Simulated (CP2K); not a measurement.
Al: equation of state with r2SCAN

**What was measured.**

“The interpretation of polycrystalline coherent inelastic neutron scattering from aluminium”, 2013, pmc:3831299 quotes, for a bulk crystal of Al: bulk modulus 76.9 GPa.

The system is Al.

```
CELL_PARAMETERS angstrom
2.86351 0.00000 0.00000
1.43175 2.47987 0.00000
1.43175 0.82662 2.33804
ATOMIC_POSITIONS crystal
Al 0.00000 0.00000 0.00000
```

```
Program             : CP2K 2026.2
Task                : equation of state
Functional          : r2SCAN
Potentials or basis : POTENTIAL_UZH Al GTH-SCAN-q3; TZVP-MOLOPT-SCAN-GTH basis
Density cutoff      : 9184 eV
k mesh              : 11 × 11 × 11
Occupations         : fermi-dirac, width 0.1 eV
Spin                : no spin polarisation
```

| Item | Value |
| --- | --- |
| Equilibrium volume | 15.86 Å³/atom |
| Bulk modulus | 89 GPa |
| Pressure derivative of the bulk modulus | 4.4 |

Energy against volume, from the lowest point:
```tsv
volume (Å³/atom)	energy (meV/atom)
15.607	1.09
15.939	0.00
16.271	2.66
16.603	8.72
16.935	17.81
17.267	29.59
17.599	43.78
```

All runs of the series together: 7.9 min on 1 thread of Intel(R) Xeon(R) Platinum 8375C CPU @ 2.90GHz (Ice Lake) (shared host).

Measured bulk modulus of Al: 76.9 GPa (quoted in “The interpretation of polycrystalline coherent inelastic neutron scattering from aluminium”, 2013, pmc:3831299). This calculation gives 89 GPa (+16.1 %). The fit is for a static lattice scaled at fixed shape and fixed fractional positions.

Caveat: the basis of atomic orbitals isn't converged, which shifts pressures, moduli and gaps.
